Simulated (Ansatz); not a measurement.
Write the native input for Ansatz 0.2.0 that does the following.

```yaml
Task: band structure
Functional: LDA
Potentials_or_basis: all-electron LAPW, scalar-relativistic
Cutoff: 275 eV (chosen from the basis error)
Basis_error_allowed: 0.002 eV/atom
k_mesh: 8 × 8 × 6
Occupations: fermi-dirac, width 0.05 eV
Spin: no spin polarisation
```

As:

```
As
1.0
     1.82500   -5.50000    0.00000
     1.82500    5.50000    0.00000
     0.00000    0.00000    4.47000
As
4
Direct
  0.39000 0.61000 0.56000
  0.89000 0.11000 0.94000
  0.61000 0.39000 0.44000
  0.11000 0.89000 0.06000
```

This isn't the form of As at room conditions, which is rhombohedral.

The input as run:

input.yaml

```yaml
crystal:
  lattice:
    - [1.825, -5.5, 0.0]
    - [1.825, 5.5, 0.0]
    - [0.0, 0.0, 4.47]
  atoms:
    - { symbol: As, position: [0.39, 0.61, 0.56] }
    - { symbol: As, position: [0.89, 0.11, 0.94] }
    - { symbol: As, position: [0.61, 0.39, 0.44] }
    - { symbol: As, position: [0.11, 0.89, 0.06] }
kpoints:
  mp_grid: { grid: [8, 8, 6] }
  band_path:
    path:
      - [0.0, 0.0, 0.0]
      - [0.2775258264, 0.2775258264, 0.0]
      - [0.0, 0.5, 0.0]
      - [0.0, 0.5, 0.5]
      - [0.2775258264, 0.2775258264, 0.5]
      - [0.0, 0.0, 0.5]
      - [0.0, 0.0, 0.0]
      - [-0.5, 0.5, 0.0]
    npoints: 6
scf:
  occupations: { method: fermi_dirac, width: 0.05 }
hamiltonian:
  xc: lda
  pseudopotentials: { kind: all_electron, lapw: { basis_error: 0.002 } }
output:
  forces: true
  stress: true
  eigenvalues: true
```

Potentials or basis: all-electron LAPW, scalar-relativistic.

Run with:

```console
$ ansatz run input.yaml --threads 2 --pin off --max-ram 8192MiB --backend cpu --events-out ev --progress --plain --runs-dir out
```

It gave:

```json
{"Pressure": "-1.9 GPa", "Largest force": "0.192 eV/Å", "Band gap along the path": "none (metal or under the smearing width)"}
```

It took 55 s on 2 threads of Intel(R) Xeon(R) Platinum 8375C CPU @ 2.90GHz (Ice Lake), on a shared host, peak memory 0.74 GiB.
